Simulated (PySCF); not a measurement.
# Frontier levels across methods

Compound: gamma-butyrolactone, C4H6O2.
Structure used (PBE0-D3(BJ)/def2-SVP), in Å, numbered top down from 1:
```xyz
12
C4H6O2 angstrom
O      2.2228   -1.3742    0.2072
C      1.1763   -0.8221    0.0564
C      0.8503    0.6525    0.2144
C     -0.6649    0.6611    0.3307
C     -1.0341   -0.5746   -0.4858
O      0.0522   -1.4754   -0.3174
H      1.2019    1.1677   -0.6964
H      1.3991    1.0801    1.0630
H     -0.9661    0.5235    1.3810
H     -1.1458    1.5757   -0.0420
H     -1.1394   -0.3378   -1.5593
H     -1.9524   -1.0766   -0.1517
```

Basis pcSseg-2 throughout (PySCF), one geometry. The structure is a single PBE0-D3(BJ)/def2-SVP conformer in the gas phase; no vibrational or solvent corrections.

Task: How do the orbital energies, the gap and the dipole change with the method?

Result: 
```json
{"method": "BLYP", "kind": "GGA", "HOMO (eV)": "-6.17", "LUMO (eV)": "-0.83", "gap (eV)": "5.34", "μ (D)": "4.54", "SCF cycles": "16"}
{"method": "OPBE", "kind": "GGA", "HOMO (eV)": "-6.22", "LUMO (eV)": "-0.80", "gap (eV)": "5.42", "μ (D)": "4.38", "SCF cycles": "16"}
{"method": "PBE", "kind": "GGA", "HOMO (eV)": "-6.27", "LUMO (eV)": "-0.92", "gap (eV)": "5.34", "μ (D)": "4.49", "SCF cycles": "16"}
{"method": "B97-D", "kind": "GGA", "HOMO (eV)": "-6.28", "LUMO (eV)": "-0.83", "gap (eV)": "5.45", "μ (D)": "4.52", "SCF cycles": "16"}
{"method": "BP86", "kind": "GGA", "HOMO (eV)": "-6.37", "LUMO (eV)": "-1.00", "gap (eV)": "5.37", "μ (D)": "4.52", "SCF cycles": "16"}
{"method": "KT2", "kind": "GGA", "HOMO (eV)": "-6.42", "LUMO (eV)": "-0.88", "gap (eV)": "5.55", "μ (D)": "4.49", "SCF cycles": "16"}
{"method": "KT3", "kind": "GGA", "HOMO (eV)": "-6.43", "LUMO (eV)": "-0.89", "gap (eV)": "5.54", "μ (D)": "4.44", "SCF cycles": "16"}
{"method": "LDA", "kind": "LDA", "HOMO (eV)": "-6.46", "LUMO (eV)": "-1.17", "gap (eV)": "5.28", "μ (D)": "4.63", "SCF cycles": "15"}
{"method": "B97-2", "kind": "global hybrid", "HOMO (eV)": "-7.59", "LUMO (eV)": "0.10", "gap (eV)": "7.68", "μ (D)": "4.66", "SCF cycles": "14"}
{"method": "B3LYP", "kind": "global hybrid", "HOMO (eV)": "-7.63", "LUMO (eV)": "-0.16", "gap (eV)": "7.48", "μ (D)": "4.71", "SCF cycles": "15"}
{"method": "PBE0", "kind": "global hybrid", "HOMO (eV)": "-7.88", "LUMO (eV)": "0.14", "gap (eV)": "8.02", "μ (D)": "4.69", "SCF cycles": "14"}
{"method": "mPW1PW91", "kind": "global hybrid", "HOMO (eV)": "-7.91", "LUMO (eV)": "0.12", "gap (eV)": "8.03", "μ (D)": "4.69", "SCF cycles": "14"}
{"method": "CAM-B3LYP", "kind": "range-separated hybrid", "HOMO (eV)": "-9.36", "LUMO (eV)": "0.90", "gap (eV)": "10.26", "μ (D)": "4.83", "SCF cycles": "14"}
{"method": "BHandHLYP", "kind": "global hybrid", "HOMO (eV)": "-9.45", "LUMO (eV)": "0.73", "gap (eV)": "10.19", "μ (D)": "4.93", "SCF cycles": "13"}
{"method": "wB97X-D", "kind": "range-separated hybrid", "HOMO (eV)": "-9.78", "LUMO (eV)": "1.93", "gap (eV)": "11.71", "μ (D)": "4.75", "SCF cycles": "14"}
{"method": "LC-wPBE", "kind": "range-separated hybrid", "HOMO (eV)": "-10.66", "LUMO (eV)": "2.05", "gap (eV)": "12.71", "μ (D)": "4.81", "SCF cycles": "14"}
{"method": "HF", "kind": "Hartree–Fock", "HOMO (eV)": "-11.91", "LUMO (eV)": "2.31", "gap (eV)": "14.22", "μ (D)": "5.18", "SCF cycles": "11"}
```

The HOMO spans 5.74 eV, from BLYP down to HF, and the gap runs from 5.28 eV (LDA) to 14.22 eV (HF). Over the methods BLYP (0 %), OPBE (0 %), PBE (0 %), B97-D (0 %), BP86 (0 %), KT2 (0 %), KT3 (0 %), LDA (0 %), B97-2 (21 %), B3LYP (20 %), PBE0 (25 %), mPW1PW91 (25 %), BHandHLYP (50 %), HF (100 %), a straight line through the gap against the share of exact exchange rises by 0.90 eV for each 10 % (correlation coefficient 0.997). The dipole ranges from 4.38 D (OPBE) to 5.18 D (HF). This basis has no diffuse functions.

The vertical ΔSCF ionisation energy at wB97X-D/def2-SVPD is 10.34 eV; −ε(HOMO) comes closest to it with LC-wPBE (10.66 eV).
